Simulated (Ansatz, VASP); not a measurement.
Two plane-wave programs on TaN

```
Ta N
1.0
     5.19600    0.00000    0.00000
    -2.59800    4.49987    0.00000
     0.00000    0.00000    2.91100
Ta N
3 3
Cartesian
  0.0000 2.9999 1.4555
  2.5980 1.5000 1.4555
  0.0000 0.0000 0.0000
  2.0412 0.0000 0.0000
  1.5774 2.7321 0.0000
  -1.0206 1.7678 0.0000
```

Alike in both runs: task single point; functional PBE; k mesh 4 × 4 × 6; occupations gaussian, width 0.05 eV; collinear spin; Hubbard terms Ta d U = 3.0 eV.

```csv
,VASP,Ansatz
version,VASP 6.6.1,Ansatz 0.2.0
potentials or method,"VASP PAW PBE potentials, release 64 (Ta_pv, N)","scalar-relativistic, plane waves, PAW"
plane-wave cutoff (eV),520,420
valence electrons in the cell,48,54
```

|  | VASP | Ansatz | Ansatz less VASP |
| --- | --- | --- | --- |
| gap on the k mesh at the Fermi level (eV) | none | none | - |
| pressure (GPa) | 14.8 | 7.7 | -7.13 |
| largest component of the traceless stress (GPa) | 1.42 | 0.62 | -0.801 |
| rms of the force components (eV/Å) | 0.100 | 0.019 | -0.0813 |
| net moment per atom (μB) | 0.00 | 0.00 | 0.000 |

The programs project onto different local orbitals, so the same U acts differently. Atom by atom the forces differ by 0.081 eV/Å (rms over components). A gap of «none» marks a metal or a gap that the smearing closes. The two sets of potentials don't hold the same shells in valence. Ansatz warned: «filled_band_counts_differ_across_k_points».

Spin-orbit coupling is left out, which matters for the levels of Ta. The state reached can hang on the start; a lower one may exist.
